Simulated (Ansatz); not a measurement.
# MgS (Niningerite) (Fm-3m) in Ansatz: band structure with PBE0

Aim: the band structure of MgS (Niningerite) with PBE0.

Program: Ansatz 0.2.0. These are calculated values, not measurements. Logs are shortened: lines on timing, memory, paths and dates and some standing lists are left out, and cuts for length are marked.

## Step 1: The crystal as given

It takes space group Fm-3m (No. 225, cubic). The conventional cell has a = 5.203 Å, b = 5.203 Å, c = 5.203 Å, α = 90.00°, β = 90.00°, γ = 90.00°. S (site symmetry m-3m) is surrounded by 6 Mg at 2.60 Å. Mg (site symmetry m-3m) is surrounded by 6 S at 2.60 Å.

## Step 2: Band structure, PBE0

Input file input.yaml:

```yaml
crystal:
  lattice:
    - [0.0, 2.60165, 2.60165]
    - [2.60165, 0.0, 2.60165]
    - [2.60165, 2.60165, 0.0]
  atoms:
    - { symbol: S, position: [0.5, 0.5, 0.5] }
    - { symbol: Mg, position: [0.0, 0.0, 0.0] }
hamiltonian:
  xc: pbe0
  pseudopotentials: { kind: paw }
kpoints:
  mp_grid: { grid: [6, 6, 6] }
  band_path:
    path:
      - [[0.0, 0.0, 0.0], [0.5, 0.0, 0.5], [0.5, 0.25, 0.75], [0.375, 0.375, 0.75], [0.0, 0.0, 0.0], [0.5, 0.5, 0.5], [0.625, 0.25, 0.625], [0.5, 0.25, 0.75], [0.5, 0.5, 0.5], [0.375, 0.375, 0.75]]
      - [[0.625, 0.25, 0.625], [0.5, 0.0, 0.5]]
    npoints: 4
scf:
  occupations: { method: fermi_dirac, width: 0.05 }
  n_extra_bands: 6
output:
  forces: true
  stress: true
  eigenvalues: true
  fatbands: false
  write_density: true
  write_potential: true
  elf: true
  volumetric_format: npy
```

Potentials or basis: Ansatz PAW.

On the command line:

```
$ ansatz run input.yaml --threads 2 --pin off --max-ram 5632MiB --backend cpu --events-out ev --progress --plain --runs-dir out
```

Output:

```text
Warning: output.stress: scf.convergence.dr2_threshold = 1e-7 eV (the SCF's general default) is looser than the 2e-10 eV advised for a printed stress (1e-10 eV for each atom of the cell: 2). What an SCF threshold leaves in a stress goes as its square root, and in the free energy as the threshold itself, and one threshold admits the most on a small cell: of the crystals measured, under no hybrid functional and no lock of the moments, on runs that ended without the residual-converged pass, on stresses that held no estimate of that error, the worst erred by over 100 MPa in a component at 1e-7 eV an atom and by under 5 at 1e-10. Set scf.convergence.dr2_threshold to 2e-10 eV or tighter. The threshold is an SCF's pass mark: one that does not reach it within its budget of iterations ends unconverged, or closes short of it on a stop that the run arms, and scf.convergence.dr2_threshold's page says what that costs each kind of run
Warning: output.stress: scf.exx.energy_threshold = 1e-6 eV is looser than the 2e-8 eV advised for a stress under a hybrid functional (1e-8 eV for each atom of the cell: 2). Every SCF of the exchange loop can meet its threshold on dr2 while the loop round them stops early: no threshold on dr2 bounds what that leaves in the stress. Set scf.exx.energy_threshold to 2e-8 eV or tighter. The threshold is the loop's pass mark: a loop that does not reach it within its budget of cycles ends unconverged, and scf.exx.energy_threshold's page has the law
Warning: RAYON_NUM_THREADS=2 ignored (pool sized by the plan → 2); use --threads N
scf.n_extra_bands = 6 over 8 filled bands (N_el = 16.0): the run solves 14 bands
Engine: ansatz 0.2.0, x86_64-unknown-linux-gnu
Pseudopotentials: kind: paw
Pseudopotential: S, paw, valence charge 6, recommended cutoff 420 eV (normal), S.paw.azcp
Pseudopotential: Mg, paw, valence charge 10, recommended cutoff 420 eV (normal), Mg.paw.azcp
Functional definition: PBE0
  parameter a = 0.25
  parameter kappa = 0.804
  parameter beta = 0.06672455060314922
  exchange = (1 - a)*pbe_x(kappa = kappa, mu = beta*pi^2/3) + a*exact_x
  correlation = pbe_c(beta = beta)
Crystal: 2 atoms, lattice volume = 35.219 Å³
Basis set: ecut = 420 eV, 701 PW (Γ), exchange–correlation on 50×50×50 points (8 copies of the dense FFT grid, shifted against one another)
Bands: 14, of which v1, the nominal top of the filled ones, is band 8 counted from 1 (7 counted from 0)
Symmetry: 48 space group operations
Space group: Fm-3m (ITA 225), of the structure as read, at distance tolerance 3.3e-5 Å
k-points: 16 of 216
Non-local potential: S, projectors of the file, l = 0: 2, l = 1: 2, l = 2: 2
Non-local potential: Mg, projectors of the file, l = 0: 3, l = 1: 2, l = 2: 1
PAW form: soft (Blöchl's): semilocal exchange-correlation on the pseudo side does not see the compensation charge
PAW frozen core: S, regenerated for the run's functional, and the local potential with it (the file was generated under x = pbe(κ = 0.804, μ = 0.2195149727645171), c = pbe(β = 0.06672455060314922))
PAW frozen core: Mg, regenerated for the run's functional, and the local potential with it (the file was generated under x = pbe(κ = 0.804, μ = 0.2195149727645171), c = pbe(β = 0.06672455060314922))
PAW one-centre angular grid: S, 110 points (default); XC on 64 Gauss nodes
PAW one-centre angular grid: Mg, 110 points (default); XC on 64 Gauss nodes
Initial density: superposition of atomic densities (neutral atoms: chi_scale 0, normalization atom), corrected by the library's trained network
Initial wavefunctions: pseudopotential atomic-orbital guess
Functional: x = pbe(κ = 0.804, μ = 0.2195149727645171), c = pbe(β = 0.06672455060314922), warm-up for x = 0.75 pbe(κ = 0.804, μ = 0.2195149727645171) + 0.25 exact, c = pbe(β = 0.06672455060314922)
SCF iter   1: F=—  HF=-2828.741503 eV  |F-HF|=—  |Δ(HF+E_count)|=         —  Δρ=7.48e-4  dr2=3.00e-4  ethr=1.77e-3  ⟨swp⟩=2.2  Hψ=1603  notcnv=0
preconditioner: auto → none  [insulator: Δε(μ)=2.771 eV  Ē_g=13.468 eV  σ=0.050 eV  W_gap=1.00  n_scr=8 (ndim 8)  ℏωp=17.7 eV  f_vac=0.000  D(μ)=0.00/eV (n_scr^D=0)]
iter 2 solved again at ethr=3.15e-8 eV; its pass at ethr=1.87e-6 eV (dr2=5.05e-6 eV) is discarded
SCF iter   2: F=-2828.741258 eV  HF=-2828.741228 eV  |F-HF|=2.96e-5  |Δ(HF+E_count)|=   2.75e-4  Δρ=1.70e-4  dr2=5.04e-6  ethr=3.15e-8  ⟨swp⟩=2.8  Hψ=809  notcnv=0  defer=1
SCF 1 stopped early in 2 iterations: F = -2828.741258 eV  dr2 = 5.04e-6
Initial density: handed on by an earlier stage of this run
Initial wavefunctions: those handed on with the density
Functional: x = 0.75 pbe(κ = 0.804, μ = 0.2195149727645171) + 0.25 exact, c = pbe(β = 0.06672455060314922)
Frozen-core exchange: fock
SCF iter   1: F=—  HF=-2830.126248 eV  |F-HF|=—  |Δ(HF+E_count)|=         —  Δρ=3.94e-3  dr2=2.74e-3  ethr=3.15e-7  ⟨swp⟩=8.4  Hψ=1165  notcnv=0
preconditioner: auto → none  [insulator: Δε(μ)=4.490 eV  Ē_g=15.994 eV  σ=0.050 eV  W_gap=1.00  n_scr=8 (ndim 8)  ℏωp=17.7 eV  f_vac=0.000  D(μ)=0.00/eV (n_scr^D=0)]
SCF iter   2: F=—  HF=-2830.124692 eV  |F-HF|=—  |Δ(HF+E_count)|=   1.56e-3  Δρ=1.51e-3  dr2=6.93e-4  ethr=3.15e-7  ⟨swp⟩=3.2  Hψ=487  notcnv=0
SCF iter   3: F=—  HF=-2830.124503 eV  |F-HF|=—  |Δ(HF+E_count)|=   1.89e-4  Δρ=1.67e-4  dr2=4.45e-4  ethr=3.15e-7  ⟨swp⟩=3.0  Hψ=480  notcnv=0
SCF iter   4: F=—  HF=-2830.127802 eV  |F-HF|=—  |Δ(HF+E_count)|=   3.30e-3  Δρ=4.35e-4  dr2=6.84e-5  ethr=3.90e-8  ⟨swp⟩=4.1  Hψ=705  notcnv=0  defer=1
SCF iter   5: F=—  HF=-2830.127779 eV  |F-HF|=—  |Δ(HF+E_count)|=   2.26e-5  Δρ=9.16e-5  dr2=1.07e-5  ethr=3.90e-8  ⟨swp⟩=3.0  Hψ=493  notcnv=0
SCF iter   6: F=-2830.127827 eV  HF=-2830.127827 eV  |F-HF|=4.19e-7  |Δ(HF+E_count)|=   4.82e-5  Δρ=5.89e-5  dr2=1.70e-6  ethr=1.98e-8  ⟨swp⟩=3.2  Hψ=473  notcnv=0  defer=2
SCF 2 stopped early in 6 iterations: F = -2830.127827 eV  dr2 = 1.70e-6
hybrid outer 1: dexx = +3.611e-3 eV, tail = 3.55e-5 eV
Frozen-core exchange: fock
SCF iter   1: F=—  HF=-2830.127813 eV  |F-HF|=—  |Δ(HF+E_count)|=         —  Δρ=4.13e-5  dr2=9.07e-7  ethr=1.11e-6  ⟨swp⟩=3.9  Hψ=496  notcnv=0
preconditioner: auto → none  [insulator: Δε(μ)=4.529 eV  Ē_g=15.999 eV  σ=0.050 eV  W_gap=1.00  n_scr=8 (ndim 8)  ℏωp=17.7 eV  f_vac=0.000  D(μ)=0.00/eV (n_scr^D=0)]
SCF iter   2: F=—  HF=-2830.127813 eV  |F-HF|=—  |Δ(HF+E_count)|=   3.28e-7  Δρ=8.88e-6  dr2=3.46e-8  ethr=5.39e-9  ⟨swp⟩=3.0  Hψ=476  notcnv=0
SCF iter   3: F=-2830.127813 eV  HF=-2830.127813 eV  |F-HF|=3.52e-9  |Δ(HF+E_count)|=   1.18e-7  Δρ=3.37e-6  dr2=2.09e-9  ethr=5.61e-11  ⟨swp⟩=4.2  Hψ=678  notcnv=0  defer=3
SCF 3 converged in 3 iterations: F = -2830.127813 eV  dr2 = 2.09e-9
  Residual-converged pass: ⟨swp⟩=2.0  Hψ=313  notcnv=0  max |occ|·‖R‖ = 2.3e-6 eV (tolerance 2.4e-6 eV)  dr2=2.09e-9  dr2_onsite=2.22e-9  max |Δocc| = 0.0e0
hybrid outer 2: dexx = +1.343e-7 eV, tail = 2.09e-8 eV, Δε = 2.80e-3 eV (about 1.56e-4 eV left of the loop's levels)
NSCF: frozen V_eff on 42 k-points
hybrid SCF converged: 2 outer / 9 inner (+2 warm-up), last move |dexx| = 1.34e-7 eV, tail = 2.09e-8 eV
Stability not checked: this state was not tested for a lower state beside it, because the functional holds exact exchange (a hybrid, or Hartree-Fock), whose exchange loop this test does not read (fock_operator; see scf.lower_state_search)
Free energy (F): -2830.127813 eV
Frozen-core exchange: fock
Harris-Foulkes:  -2830.127813 eV  (|F-HF|=3.52e-9)
Internal energy: -2830.127813 eV  (E = F + TS)
E sigma→0 (E₀):  -2830.127813 eV
Fermi energy:    7.628239 eV
--- Per-component energies (eV) ---
  E_band       = -380.680381
  E_kinetic    = 185.209738
  E_local      = -1665.770585  (includes V_loc(G=0)·N_el)
  E_nonlocal   = 122.679819
  E_hartree    = 593.395011
  E_xc         = -98.528957
  E_vxc        = -98.380848  (∫ρ·V_xc dr)
  E_exx        = -69.629016  (= α·E_x^exact, valence–valence)
  E_paw        = -853.621812  (= ΣΔE_a)
  E_vpaw       = 28.047481  (= ΣTr[D̂ρ^β])
  E_aug_tail   = -0.000002  (compensation charges beyond the density's cutoff)
  E_ewald      = -1043.740020
  E_core_change = -0.121988  (= ΣΔE_core)
  E_smearing   = -0.000000  (= −TS)
  E_closure    = 0.000000  (closes the sum)
  Σ components = -2830.127813   (vs F -2830.127813, Δ=4.55e-13)
--- Forces (eV/Å), atoms counted from 1 ---
  atom   1  S      0.00000000     0.00000000     0.00000000
  atom   2  Mg    -0.00000000     0.00000000    -0.00000000
  max |Σ_I F_I| component: 9.86e-31 eV/Å
--- Stress (GPa, compression-positive) ---
       -0.385498       0.000000       0.000000
        0.000000      -0.385498       0.000000
        0.000000      -0.000000      -0.385498
  P = ⅓ Tr σ = -0.3855 GPa (-3.855 kbar)
--- Band table (eV; the first three rows and the last of 16) ---
  k-point 0: bands = ["-74.3317", "-39.2288", "-39.2288", "-39.2288", "-8.6612", "5.3604", "5.3604", "5.3604", "10.8868", "15.1952", "15.1952", "15.1952", "17.7704", "17.7704"]
  k-point 1: bands = ["-74.3316", "-39.2307", "-39.2290", "-39.2290", "-8.3699", "3.6117", "5.1742", "5.1742", "12.0088", "14.9180", "15.5003", "15.5003", "17.0490", "17.0490"]
  k-point 2: bands = ["-74.3314", "-39.2343", "-39.2294", "-39.2294", "-7.6670", "1.1437", "4.8494", "4.8494", "11.9016", "14.6294", "14.6294", "16.9087", "18.9681", "18.9681"]
  k-point 15: bands = ["-74.3311", "-39.2346", "-39.2327", "-39.2316", "-6.7749", "1.2137", "2.5226", "2.9714", "11.6066", "13.3668", "16.6207", "17.2214", "21.5263", "22.7212"]
```

Run time: 2 min. Hardware: 2 threads of AMD EPYC 7R43 (Zen 3), shared host; peak memory 0.91 GiB.

What came out:

| Property | Result |
| --- | --- |
| Free energy | -2830.1278 eV |
| Pressure | -0.4 GPa |
| Band gap on the k mesh | 4.53 eV, indirect (least direct gap 5.53 eV) |
| Band gap along the path | 4.53 eV, indirect (least direct gap 5.53 eV) |

Levels at the corners of the path, in eV from the valence-band top:
```csv
point,band 5,band 6,band 7,band 8,band 9,band 10,band 11,band 12
Γ,-14.02,0.00,0.00,0.00,5.53,9.83,9.83,9.83
X,-12.17,-4.64,-1.86,-1.86,4.53,6.05,14.29,15.02
W,-12.12,-3.56,-3.56,-2.54,7.15,9.87,9.87,10.10
K,-12.17,-4.08,-3.48,-1.50,5.68,8.57,11.82,12.19
Γ,-14.02,0.00,0.00,0.00,5.53,9.83,9.83,9.83
L,-12.58,-5.32,-0.65,-0.65,6.28,8.82,8.82,12.43
U,-12.17,-4.08,-3.48,-1.50,5.68,8.57,11.82,12.19
W,-12.12,-3.56,-3.56,-2.54,7.15,9.87,9.87,10.10
L,-12.58,-5.32,-0.65,-0.65,6.28,8.82,8.82,12.43
K,-12.17,-4.08,-3.48,-1.50,5.68,8.57,11.82,12.19
U,-12.17,-4.08,-3.48,-1.50,5.68,8.57,11.82,12.19
X,-12.17,-4.64,-1.86,-1.86,4.53,6.05,14.29,15.02
```

Caveat: the PAW data sets come from PBE, with cores solved anew for the run's functional, which leaves a small shift of forces and pressure; the thresholds are loose for stress.
